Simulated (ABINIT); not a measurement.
# AlN in ABINIT: the effect of dispersion

Crystal: AlN.

```
Al N
1.0
     0.00000    2.18399    2.18399
     2.18399    0.00000    2.18399
     2.18399    2.18399    0.00000
Al N
1 1
Direct
  0.00000 0.00000 0.00000
  0.25000 0.25000 0.25000
```

Measurements of this composition are mostly on another form, of space group No. 186.

Alike in all runs:

- Program: ABINIT 10.8.3 (patched build)
- Task: equation of state
- Functional: PBE
- Potentials or basis: JTH PAW PBE v2.0
- Cutoff: 707 eV
- k mesh: 10 × 10 × 10
- Occupations: fermi-dirac, width 0.05 eV
- Spin: no spin polarisation

Q: One run gave: V0 of scaled cells 10.70 Å³/atom. Which dispersion did it use?
A. D4
B. none
C. D3
D. D3(BJ)

A: B.

```csv
dispersion,V0 of scaled cells (Å³/atom)
none,10.70
D3,10.55
D3(BJ),10.48
D4,10.45
```

Caveats: pressures at fixed basis lie under the slope of the energies.
